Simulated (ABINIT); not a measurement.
Here is an ABINIT 10.8.3 (patched build) calculation.

The input run.abi:

```
# Pseudopotentials
pp_dirpath "./"
pseudos "Ga.GGA_PBE-JTH.xml"

# Structure
acell 3*1.0
rprim
     2.7401028807    -7.6817366966     0.0000000000
     2.7401028807     7.6817366966     0.0000000000
     0.0000000000     0.0000000000     5.9904318151
ntypat 1
znucl 31
natom 2
typat 1 1
xred
     0.1330000000     0.8670000000     0.7500000000
     0.8670000000     0.1330000000     0.2500000000
chkprim 0
chksymtnons 0
tolsym 1.0e-6

# Plane-wave basis
ecut 17.0
pawecutdg 34.0
pawxcdev 0

# k points
kptopt 1
ngkpt 8 8 6
nshiftk 1
shiftk 0.0 0.0 0.0

# Exchange and correlation
ixc 11
vdw_xc 6

# Bands and occupations
nband 17
occopt 3
tsmear 0.05 eV

# SCF cycle
nstep 100
tolvrs 1.0e-9

# Output
iomode 3
prtwf 0
prtden 0
prteig 0
prtebands 0
enunit 1

# Relaxation
ionmov 2
ntime 60
tolmxf 0.0002
optcell 2
dilatmx 1.08
ecutsm 0.5
```

Potentials or basis: JTH PAW PBE v2.0.

Run with:

```bash
$ abinit run.abi > log 2>&1
```

(1) Estimate the space group after relaxing (to 0.05 Å).

(2) What does it give for the band gap on the k mesh?

Results:

(1) Cmcm (No. 63).

(2) none (metal or under the smearing width).
